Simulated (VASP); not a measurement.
# Si12HO24 (a cell with a defect) in VASP: a series of runs

One crystal, Si12HO24 (a cell with a defect), is run at these levels: PBE+D3(BJ), r2SCAN; tasks: single point.

Everything below comes from runs of VASP 6.6.1. Logs are shortened: lines on timing, memory, paths and dates and some standing lists are left out, and cuts for length are marked.

## 1. Starting point

The cell holds a defect, 74 atoms: a = 9.832 Å, b = 9.832 Å, c = 10.818 Å, α = 90.00°, β = 90.00°, γ = 120.00°.

## 2. Single point, PBE+D3(BJ)

INCAR

```
SYSTEM = Si12HO24
PREC = Accurate
ENCUT = 450
EDIFF = 1E-6
ISMEAR = 0
SIGMA = 0.02
LREAL = .FALSE.
LASPH = .TRUE.
NELM = 60
ALGO = Fast
ISIF = 2
LWAVE = .FALSE.
LCHARG = .FALSE.
GGA = PE
IVDW = 12
NBANDS = 236
```

KPOINTS

```
regular mesh
0
G
  1 1 1
  0 0 0
```

POSCAR

```
Si12HO24
1.0
    9.8316000000      0.0000000000      0.0000000000
   -4.9158000000      8.5144153600      0.0000000000
    0.0000000000      0.0000000000     10.8182000000
Si O H
24 48 2
Direct
    0.2709099100      0.0094391800      0.1655027100
    0.9985581900      0.2592514300      0.3363694500
    0.2293313700      0.2350352900      0.9973888100
    0.2536999600      0.9943798200      0.6857301500
    0.9943088900      0.2605859300      0.8263963100
    0.2083269900      0.1946535800      0.5153311300
    0.2621491600      0.4975911800      0.1718615900
    0.0071092300      0.7712372900      0.3283148600
    0.2235410900      0.7272896200      0.0054956200
    0.2669434400      0.4925265000      0.6593211300
    0.9964925600      0.7555626100      0.8443723300
    0.2341662800      0.7379975200      0.4999615600
    0.7679183600      0.0027725800      0.1637768200
    0.5150453800      0.2909717700      0.3263891900
    0.7354828800      0.2356065700      0.9947544900
    0.7500254000      0.9945486100      0.6643177100
    0.4988791700      0.2694374300      0.8323993700
    0.7270726000      0.2340685100      0.4992150500
    0.7874783800      0.5096747300      0.1573528400
    0.5014811400      0.7712337700      0.3306460800
    0.7306058600      0.7321122000      0.9989357800
    0.7689976800      0.5017534200      0.6662599300
    0.4892422100      0.7549201000      0.8332459800
    0.7359702800      0.7334614600      0.4949275200
    0.0585994900      0.1851775900      0.4426589500
    0.2910020100      0.3666465000      0.1058264000
    0.1398598500      0.4267424900      0.2869976000
    0.2009835100      0.0720170000      0.0577487200
    0.4066298400      0.3704627500      0.3615348300
    0.4326514900      0.1539250100      0.2217404800
    0.0637104000      0.2018104000      0.9379856800
    0.2961209500      0.3602216000      0.5945064100
    0.1329963000      0.4206365700      0.7662825000
    0.1440959400      0.0534628100      0.6192837800
    0.3618947100      0.2974696100      0.8889306100
    0.4273668200      0.1382933600      0.7227606500
    0.0698422700      0.7005748600      0.4356703700
    0.2976032600      0.8725800500      0.1047948800
    0.1459163000      0.9395625000      0.2791979800
    0.1925934700      0.5656927500      0.0691771200
    0.3725483100      0.8040633200      0.3955902100
    0.4281822600      0.6421691300      0.2206537200
    0.0484628800      0.6811712500      0.9565332700
    0.2831508900      0.8721161200      0.6050312400
    0.1573768100      0.9148317700      0.8113722100
    0.2107464500      0.5753019700      0.5568150000
    0.3464649500      0.7730380600      0.8905284800
    0.4297587500      0.6246495600      0.7230592100
    0.5674995200      0.2199689900      0.4418414100
    0.8114747800      0.3713264800      0.0999751300
    0.6741022500      0.4415287100      0.2761049300
    0.7048024300      0.0708391800      0.0544039400
    0.8598764000      0.2853916600      0.3919929700
    0.9337635900      0.1388796900      0.2191445800
    0.5688786300      0.2097478700      0.9432799200
    0.7969424800      0.3651871000      0.6090898100
    0.6362505700      0.4334820500      0.7744881600
    0.6856066900      0.0652798700      0.5578710000
    0.8594873700      0.2928012300      0.8810256900
    0.9165469200      0.1276861800      0.7199152000
    0.5689396300      0.6934002000      0.4307230900
    0.7919415500      0.8629271600      0.1084292300
    0.6399768800      0.9359748100      0.2761740900
    0.7067804900      0.5682967600      0.0547796900
    0.8688771100      0.7964578400      0.3870153500
    0.9505596500      0.6538900700      0.2097545600
    0.5644435100      0.7011425300      0.9437322700
    0.7805881900      0.8618020400      0.6029322100
    0.6206643000      0.9221698500      0.7749832700
    0.7103227700      0.5713318500      0.5546426500
    0.8615482000      0.7938688900      0.8892565300
    0.9332905500      0.6387354700      0.7249986100
    0.4572132700      0.4618579300      0.3781049900
    0.2926452400      0.1351483600      0.4422009000
```

Potentials or basis: VASP PAW PBE potentials, release 64 (Si, O, H).

Started as:

```sh
> cat potpaw_PBE.64/Si/POTCAR potpaw_PBE.64/O/POTCAR potpaw_PBE.64/H/POTCAR > POTCAR
> mpirun -np 1 vasp_std > vasp.out
```

OUTCAR:

```text
SYSTEM = Si12HO24
   PREC = Accurate
   ENCUT = 450
   EDIFF = 1E-6
   ISMEAR = 0
   LREAL = .FALSE.
   LASPH = .TRUE.
   NELM = 60
   ISIF = 2
   GGA = PE
   IVDW = 12
 IVDW          = 12

 ion  position               nearest neighbor table
   1  0.271  0.009  0.166-  28 1.62  39 1.63  30 1.63  38 1.63   8 3.04   3 3.05   9 3.10  14 3.13

   2  0.999  0.259  0.336-  25 1.62  53 1.62  27 1.62  54 1.63  13 3.04   7 3.05  18 3.10   6 3.12

   3  0.229  0.235  0.997-  28 1.62  26 1.62  31 1.62  35 1.63   1 3.05   5 3.07  17 3.07   7 3.08
[... 40 lines left out ...]
  25  0.059  0.185  0.443-   2 1.62   6 1.63
  26  0.291  0.367  0.106-   7 1.62   3 1.62
  27  0.140  0.427  0.287-   2 1.62   7 1.63
  28  0.201  0.072  0.058-   3 1.62   1 1.62
  29  0.407  0.370  0.362-  73 0.80  14 1.65   6 2.49
  30  0.433  0.154  0.222-   1 1.63  14 1.63
  31  0.064  0.202  0.938-   3 1.62   5 1.63
  32  0.296  0.360  0.595-  10 1.62   6 1.65
  33  0.133  0.421  0.766-   5 1.62  10 1.63
  34  0.144  0.053  0.619-   4 1.63   6 1.65
  35  0.362  0.297  0.889-  17 1.62   3 1.63
[... 35 lines left out ...]
  71  0.862  0.794  0.889-  11 1.62  21 1.63
  72  0.933  0.639  0.725-  22 1.63  11 1.63
  73  0.457  0.462  0.378-  29 0.80
  74  0.293  0.135  0.442-   6 1.46

  LATTYP: Found a hexagonal cell.
 ALAT       =     9.8316000000
 C/A-ratio  =     1.1003498922

  Lattice vectors:

 A1 = (   9.8316000000,   0.0000000000,   0.0000000000)
 A2 = (  -4.9158000000,   8.5144153600,   0.0000000000)
 A3 = (   0.0000000000,   0.0000000000,  10.8182000000)

Analysis of symmetry for initial positions (statically):
=====================================================================
 Subroutine PRICEL returns:
 Original cell was already a primitive cell.

 Routine SETGRP: Setting up the symmetry group for a
 hexagonal supercell.

 Subroutine GETGRP returns: Found  1 space group operations
 (whereof  1 operations were pure point group operations)
 out of a pool of 24 trial point group operations.

The static configuration has the point symmetry C_1 .

Analysis of symmetry for dynamics (positions and initial velocities):
=====================================================================
 Subroutine PRICEL returns:
 Original cell was already a primitive cell.

 Routine SETGRP: Setting up the symmetry group for a
 hexagonal supercell.

 Subroutine GETGRP returns: Found  1 space group operations
 (whereof  1 operations were pure point group operations)
 out of a pool of 24 trial point group operations.

The dynamic configuration has the point symmetry C_1 .

 Subroutine INISYM returns: Found  1 space group operations
 (whereof  1 operations are pure point group operations),
 and found     1 'primitive' translations

----------------------------------------------------------------------------------------

                                     Primitive cell

  volume of cell :     905.5950

  direct lattice vectors                    reciprocal lattice vectors
     9.831600000  0.000000000  0.000000000     0.101712844  0.058723938  0.000000000
    -4.915800000  8.514415360  0.000000000     0.000000000  0.117447876  0.000000000
     0.000000000  0.000000000 10.818200000     0.000000000  0.000000000  0.092436819

  length of vectors
     9.831600000  9.831600000 10.818200000     0.117447876  0.117447876  0.092436819

  position of ions in fractional coordinates (direct lattice)
     0.270909910  0.009439180  0.165502710
     0.998558190  0.259251430  0.336369450
     0.229331370  0.235035290  0.997388810
     0.253699960  0.994379820  0.685730150
     0.994308890  0.260585930  0.826396310
     0.208326990  0.194653580  0.515331130
[... 66 lines left out ...]
     0.457213270  0.461857930  0.378104990
     0.292645240  0.135148360  0.442200900

  ion indices of the primitive-cell ions
   primitive index   ion index
                 1           1
                 2           2
                 3           3
                 4           4
                 5           5
                 6           6
[... 66 lines left out ...]
                73          73
                74          74

----------------------------------------------------------------------------------------

 KPOINTS: regular mesh

Automatic generation of k-mesh.
 Grid dimensions read from file:
 generate k-points for:    1    1    1

 Generating k-lattice:

  Cartesian coordinates                     Fractional coordinates (reciprocal lattice)
     0.101712844  0.058723938  0.000000000     1.000000000  0.000000000  0.000000000
     0.000000000  0.117447876  0.000000000     0.000000000  1.000000000  0.000000000
     0.000000000  0.000000000  0.092436819     0.000000000  0.000000000  1.000000000

  Length of vectors
     0.117447876  0.117447876  0.092436819

  Shift w.r.t. Gamma in fractional coordinates (k-lattice)
     0.000000000  0.000000000  0.000000000

 Subroutine IBZKPT returns following result:
[... 17 lines left out ...]
   ISTART =      0    job   : 0-new  1-cont  2-samecut
   ICHARG =      2    charge: 1-file 2-atom 10-const
   ISPIN  =      1    spin polarized calculation?
   LNONCOLLINEAR =      F non collinear calculations
   LSORBIT =      F    spin-orbit coupling
   LASPH  =      T    aspherical Exc in radial PAW
   ENCUT  =  450.0 eV  33.07 Ry    5.75 a.u.  17.01 17.01 18.71*2*pi/ulx,y,z
   NELM   =     60;   NELMIN=  2; NELMDL= -5     # of ELM steps
   EDIFF  = 0.1E-05   stopping-criterion for ELM
   LREAL  =      F    real-space projection
   EDIFFG = 0.1E-04   stopping-criterion for IOM
   NSW    =      0    number of steps for IOM
   IBRION =     -1    ionic relax: 0-MD 1-quasi-New 2-CG
   NFREE  =      0    steps in history (QN), initial steepest desc. (CG)
   ISIF   =      2    stress and relaxation
   ISYM   =      2    0-nonsym 1-usesym 2-fastsym
   POTIM  = 0.5000    time-step for ionic-motion
   TEBEG  =    0.0;   TEEND  =   0.0 temperature during run
   PSTRESS=    0.0 pullay stress
   NELECT =     386.0000    total number of electrons
   NUPDOWN=      -1.0000    fix difference up-down
   EMIN   =  10.00;   EMAX   =-10.00  energy-range for DOS
   EFERMI =   0.00;   METHOD = LEGACY
   ISMEAR =     0;   SIGMA  =   0.02  broadening in eV -4-tet -1-fermi 0-gaus
   EFERMI_NEDOS =   21; number of points for ismear=-14 and -15
   IALGO  =     68    algorithm
   IMIX   =      4    mixing-type and parameters
     AMIX     =   0.40;   BMIX     =  1.00
     AMIX_MAG =   1.60;   BMIX_MAG =  1.00
  volume/ion in A,a.u.               =      12.24        82.58
  Fermi-wavevector in a.u.,A,eV,Ry     =   1.232043  2.328224 20.652696  1.517930
  Thomas-Fermi vector in A             =   2.366829
   LORBIT       =      0    0 simple, 1 ext, 2 COOP (PROOUT), +10 PAW based schemes
   GGA     = PE    functional components
   LHFCALC =     F    Hartree Fock is set to
   AEXX    =    0.0000 exact exchange contribution
   IVDW    =    12    specifies the selected vdW correction
   LEPSILON=     F    determine dielectric tensor
   LRPA    =     F    only Hartree local field effects (RPA)
 non-spin polarized calculation
 RMM-DIIS sequential band-by-band and
 Gauss-broadening in eV      SIGMA  =   0.02
  energy-cutoff  :      450.00
  volume of cell :      905.60
 maximum number of plane-waves:     19597
 NGX is ok and might be reduce to    70
   NGX = 33   NGY = 33   NGZ = 37

 number of electron     385.9999978 magnetization

 Free energy of the ion-electron system (eV)
  ---------------------------------------------------
  ext. energy  EPLUGINS =         0.00000000
  ---------------------------------------------------
  free energy    TOTEN  =      -572.05386289 eV

  energy without entropy =     -572.05386289  energy(sigma->0) =     -572.05386289

 E-fermi :   1.8551     XC(G=0):  -9.2925

 val. band max:        1.6723947959   @ k =   0.0000   0.0000   0.0000
 cond. band min:       7.0829081028   @ k =   0.0000   0.0000   0.0000
 fundamental gap:      5.4105133069
 Fermi energy:         1.8551208113

 k-point     1 :       0.0000    0.0000    0.0000
  band No.  band energies     occupation
      1     -18.4619      2.00000
      2     -18.1110      2.00000
      3     -17.7411      2.00000
      4     -17.7129      2.00000
      5     -17.6992      2.00000
      6     -17.6759      2.00000
[... 197 lines left out ...]
    204       9.8622      0.00000
    205      10.0504      0.00000
 [bands above 205 left out]

------------------------ aborting loop because EDIFF is reached ----------------------------------------

 Edisp (eV)  -10.53087

 E8    (eV) :    -3.5586

  FORCE on cell =-STRESS in cart. coord.  units (eV):
  Direction    XX          YY          ZZ          XY          YZ          ZX
  --------------------------------------------------------------------------------------
  -------------------------------------------------------------------------------------
  Total      -3.96108    11.47343     4.20427     2.40901    -2.96352     0.14021
  in kB      -7.00793    20.29878     7.43818     4.26202    -5.24305     0.24807
  external pressure =        6.91 kB  Pullay stress =        0.00 kB

 VOLUME and BASIS-vectors are now :
 -----------------------------------------------------------------------------
  energy-cutoff  :      450.00
  volume of cell :      905.60
      direct lattice vectors                 reciprocal lattice vectors
     9.831600000  0.000000000  0.000000000     0.101712844  0.058723938  0.000000000
    -4.915800000  8.514415360  0.000000000     0.000000000  0.117447876  0.000000000
     0.000000000  0.000000000 10.818200000     0.000000000  0.000000000  0.092436819

 POSITION                                       TOTAL-FORCE (eV/Angst)
 -----------------------------------------------------------------------------------
      2.61708      0.08037      1.79044         0.003628     -0.043980     -0.015677
      8.54300      2.20737      3.63891        -0.027591     -0.000821     -0.010616
      1.09931      2.00119     10.78995        -0.016252     -0.019631     -0.019243
     -2.39390      8.46656      7.41837         0.045758     -0.027556      0.007958
      8.49466      2.21874      8.94012        -0.009186      0.004572     -0.013118
      1.09131      1.65736      5.57496        -0.026801     -0.094348      0.041798
[... 66 lines left out ...]
      2.22474      3.93245      4.09042         0.732490     16.594112      3.806671
      2.21281      1.15071      4.78382        -0.020898      0.008619      0.027093
 -----------------------------------------------------------------------------------
    total drift:                               -0.002466      0.000068     -0.001297

  FREE ENERGIE OF THE ION-ELECTRON SYSTEM (eV)
  ---------------------------------------------------
  free  energy   TOTEN  =      -582.5847285341 eV

  energy  without entropy=     -582.5847285341  energy(sigma->0) =     -582.58472853
```

It took 5.8 min on 1 thread of Intel Xeon 6975P-C (Granite Rapids), shared host; peak memory 0.79 GiB.

What came out:

```yaml
Free_energy: -582.5847 eV
Largest_force: 17.041 eV/Å
Band_gap_on_the_k_mesh: 5.41 eV, direct
Dispersion_energy_per_atom: -0.142 eV
```

Forces in eV/Å, atoms in the order of the input:
```
Si    0.004  -0.044  -0.016
Si   -0.028  -0.001  -0.011
Si   -0.016  -0.020  -0.019
Si    0.046  -0.028   0.008
Si   -0.009   0.005  -0.013
Si   -0.027  -0.094   0.042
Si    0.005   0.079  -0.014
Si   -0.052   0.014   0.042
Si    0.005  -0.011  -0.005
Si    0.006   0.057  -0.013
Si   -0.014   0.005  -0.017
Si    0.033  -0.004  -0.025
Si   -0.013  -0.033   0.033
Si    0.188  -0.292  -0.095
Si    0.001  -0.032  -0.008
Si    0.038  -0.055  -0.027
Si   -0.001   0.028  -0.003
Si    0.043  -0.026   0.037
Si    0.053   0.044  -0.054
Si    0.192  -0.117   0.202
Si   -0.028   0.006   0.003
Si   -0.006   0.035  -0.025
Si   -0.004   0.013  -0.009
Si   -0.265  -0.070  -0.131
O     0.030   0.021  -0.003
O     0.006  -0.011   0.016
O     0.017  -0.014   0.007
O     0.011   0.009   0.009
O    -0.727 -16.304  -3.815
O    -0.020   0.078   0.057
O     0.005   0.011   0.005
O     0.026  -0.041  -0.060
O     0.014  -0.009  -0.004
O    -0.008   0.003  -0.010
O    -0.007  -0.008   0.007
O    -0.004   0.006  -0.004
O    -0.004   0.004  -0.005
O    -0.010   0.007   0.004
O     0.021   0.023  -0.010
O     0.001  -0.005  -0.001
O    -0.064   0.000   0.008
O    -0.033  -0.069  -0.053
O    -0.007  -0.004   0.010
O    -0.022   0.011   0.010
O     0.006   0.006   0.002
O     0.005  -0.011   0.015
O    -0.006  -0.007   0.010
O    -0.009  -0.005   0.008
O    -0.090   0.043  -0.043
O    -0.017   0.004   0.016
O    -0.124  -0.052   0.071
O     0.001   0.016  -0.009
O    -0.009  -0.006   0.000
O     0.008   0.023   0.007
O    -0.005   0.006   0.003
O    -0.003  -0.019  -0.012
O     0.004  -0.013   0.008
O    -0.011   0.030  -0.010
O    -0.003  -0.001   0.005
O    -0.002   0.021   0.012
O     0.011   0.183   0.008
O     0.003  -0.009  -0.013
O     0.010   0.053  -0.058
O     0.013  -0.017   0.015
O     0.073   0.005  -0.026
O    -0.007  -0.018  -0.009
O     0.003   0.005   0.000
O     0.005   0.040   0.052
O     0.000   0.000   0.008
O     0.052  -0.047   0.038
O     0.001  -0.007   0.002
O     0.002   0.007   0.013
H     0.732  16.594   3.807
H    -0.021   0.009   0.027
```

Levels at points of the mesh, in eV from the valence-band top:
```
           k point  band 191  band 192  band 193  band 194  band 195  band 196
(0.00, 0.00, 0.00)     -0.54     -0.52      0.00      5.41      7.02      7.31
```

Caveat: the cutoff is under 1.25 times the usual one of these potentials, so pressure, stress and relaxed cells hold a basis-set (Pulay) error.

## 3. Single point, r2SCAN

INCAR, as its differences from that of step 2:

```diff
@@ -9,3 +9,3 @@
 NELM = 60
-ALGO = Fast
+ALGO = Normal
 ISIF = 2
@@ -13,4 +13,4 @@
 LCHARG = .FALSE.
-GGA = PE
-IVDW = 12
+METAGGA = R2SCAN
+LMIXTAU = .TRUE.
 NBANDS = 236
```

KPOINTS is that of step 2.

POSCAR is that of step 2.

Potentials or basis: VASP PAW PBE potentials, release 64 (Si, O, H).

Started as:

```sh
> cat potpaw_PBE.64/Si/POTCAR potpaw_PBE.64/O/POTCAR potpaw_PBE.64/H/POTCAR > POTCAR
> mpirun -np 1 vasp_std > vasp.out
```

Wall time 14 min (1 thread of Intel Xeon 6975P-C (Granite Rapids), shared host); peak memory 0.92 GiB.

Results (log left out):

| Item | Value |
| --- | --- |
| Free energy | -718.7812 eV |
| Largest force | 16.603 eV/Å |
| Band gap on the k mesh | 6.04 eV, direct |

Forces on the atoms (eV/Å):
```
Si   -0.021  -0.040  -0.013
Si   -0.046   0.020  -0.027
Si   -0.023  -0.051  -0.004
Si    0.040  -0.048   0.086
Si   -0.035   0.011  -0.035
Si   -0.217  -0.192   0.232
Si    0.007   0.102  -0.044
Si   -0.041   0.051   0.032
Si   -0.001  -0.087   0.001
Si    0.009   0.093  -0.007
Si    0.027   0.053   0.002
Si    0.020  -0.025  -0.041
Si    0.014  -0.033   0.036
Si    0.266  -0.238  -0.119
Si    0.004  -0.037  -0.012
Si    0.081  -0.052  -0.032
Si   -0.015   0.049  -0.004
Si    0.029  -0.045   0.044
Si    0.081   0.029  -0.017
Si    0.192  -0.117   0.197
Si   -0.046  -0.009   0.002
Si    0.015   0.029  -0.039
Si    0.002   0.029  -0.005
Si   -0.288  -0.097  -0.117
O     0.156   0.235  -0.091
O    -0.245  -0.032  -0.087
O     0.125  -0.231  -0.177
O     0.167   0.245   0.144
O    -0.352 -16.015  -3.799
O    -0.230   0.093   0.192
O     0.118   0.242  -0.139
O    -0.231  -0.131  -0.113
O     0.147  -0.219  -0.127
O     0.361   0.177  -0.091
O     0.111  -0.240   0.137
O    -0.271   0.006   0.195
O     0.102   0.272  -0.126
O    -0.275  -0.035  -0.091
O     0.132  -0.231  -0.206
O     0.176   0.210   0.116
O     0.038  -0.252   0.102
O    -0.258  -0.090   0.128
O     0.111   0.292  -0.176
O    -0.233  -0.032  -0.056
O    -0.039  -0.185  -0.261
O     0.132   0.178   0.142
O     0.115  -0.168   0.156
O    -0.288   0.012   0.133
O     0.080   0.274  -0.207
O    -0.304  -0.003  -0.111
O    -0.134  -0.229  -0.118
O     0.151   0.236   0.127
O     0.103  -0.204   0.133
O    -0.251   0.005   0.172
O     0.122   0.223  -0.160
O    -0.284  -0.025  -0.149
O     0.147  -0.227  -0.123
O     0.166   0.250   0.120
O     0.124  -0.228   0.171
O    -0.257   0.051   0.152
O     0.099   0.451  -0.089
O    -0.247  -0.012  -0.160
O     0.136  -0.175  -0.210
O     0.188   0.222   0.138
O     0.190  -0.215   0.108
O    -0.262  -0.063   0.160
O     0.126   0.220  -0.150
O    -0.213   0.018  -0.092
O     0.144  -0.216  -0.133
O     0.168   0.159   0.165
O     0.137  -0.265   0.187
O    -0.242  -0.008   0.183
H     0.692  16.171   3.700
H    -0.200   0.094   0.164
```

Levels at points of the mesh, in eV from the valence-band top:
```tsv
k point	band 190	band 191	band 192	band 193	band 194	band 195	band 196	band 197
(0.00, 0.00, 0.00)	-0.64	-0.58	-0.56	0.00	6.04	7.72	8.00	8.09
```

Caveat: the cutoff is under 1.25 times the usual one of these potentials, so pressure, stress and relaxed cells hold a basis-set (Pulay) error; the PAW data sets were made with another functional, which shifts forces and pressure a little. r2SCAN opens gaps a little over a GGA but as a rule still falls short of measured ones.
